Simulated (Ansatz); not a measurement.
Calculated field gradients at the nuclei for Ge₃N₄

The cell is a COD entry, whose atoms a relaxation with PBE at fixed cell left in place.

```cif
data_Ge3N4
_symmetry_space_group_name_H-M 'Fd-3m:1'
_symmetry_Int_Tables_number 227
_cell_length_a 8.3091
_cell_length_b 8.3091
_cell_length_c 8.3091
_cell_angle_alpha 90.000
_cell_angle_beta 90.000
_cell_angle_gamma 90.000
loop_
_atom_site_label
_atom_site_type_symbol
_atom_site_symmetry_multiplicity
_atom_site_Wyckoff_symbol
_atom_site_fract_x
_atom_site_fract_y
_atom_site_fract_z
Ge1 Ge 16 d 0.1250 0.1250 0.6250
Ge5 Ge 8 a 0.5000 0.5000 0.0000
N N 32 e 0.8832 0.8832 0.3832
```

One atom of each set is listed; the run and its k-mesh use a cell of 14 atoms with edges of 5.88, 5.88, 5.88 Å.

Computed with Ansatz: DFT, PBE, plane waves and PAW, scalar-relativistic, 420 eV cutoff, Γ-centred 6×6×6 k-points, Fermi–Dirac smearing 0.02 eV.

Conventions: |V_zz| ≥ |V_yy| ≥ |V_xx|, η = (V_xx − V_yy)/V_zz, C_Q = eQV_zz/h.

Ge-73: I = 9/2, Q = -196.0 mb; ¹⁴N: I = 1, Q = 20.44 mb. Quadrupole moments are those of Pyykkö's year-2017 table.

Q: Give the quadrupolar parameters of the distinct sites.

A: 

| site | atoms | first shell | V_xx, V_yy, V_zz (10²¹ V/m²) | η | C_Q (MHz) |
| --- | --- | --- | --- | --- | --- |
| Ge1 | 4 | 6 N at 2.01 Å | 0.12, 0.12, -0.23 | 0.00 | 1.11 |
| Ge5 | 2 | 4 N at 1.92 Å | 0.00, 0.00, 0.00 | – | 0 |
| N | 8 | 4 Ge at 1.92–2.01 Å | -2.11, -2.11, 4.23 | 0.00 | 2.09 |

An axis of threefold or higher order runs through Ge1 and N, so V_zz lies along it and η is zero. Ge5 sits on a cubic site, where every gradient vanishes.
